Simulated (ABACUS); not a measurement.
The system is Al.

```
Al
1.0
     0.00000    2.02481    2.02481
     2.02481    0.00000    2.02481
     2.02481    2.02481    0.00000
Al
1
Direct
  0.00000 0.00000 0.00000
```

| Quantity | Value |
| --- | --- |
| Program | ABACUS 3.10.1 |
| Task | relaxation of cell and atoms |
| Functional | OLYP |
| Potentials or basis | PseudoDojo NC SR 0.5 PBE standard |
| Cutoff | 558 eV |
| Density cutoff | 2231 eV |
| Basis | plane waves |
| k mesh | 9 × 9 × 9 |
| Occupations | fermi-dirac, width 0.05 eV |
| Spin | no spin polarisation |

At the start: pressure -3.5 GPa; volume 16.60 Å³/atom.

Question: Where does the relaxation end?

Answer: Over 3 steps the energy falls by 8.1 meV/atom and the volume is 15.89 Å³/atom (-4.3 %); space group Fm-3m (No. 225, to 0.05 Å).

Step by step:
```tsv
step	energy change (eV)	largest force (eV/Å)	pressure (GPa)	volume (Å³)
1	0.0000	0.0000	-3.51	16.60
2	-0.0076	0.0000	0.96	15.71
3	-0.0081	0.0000	0.01	15.89
```

Final structure:
```
Al
1.0
     0.00000    1.99520    1.99520
     1.99520    0.00000    1.99520
     1.99520    1.99520    0.00000
Al
1
Direct
  0.00000 0.00000 0.00000
```

Caveat: the potentials were made for another functional, which shifts forces and pressure.
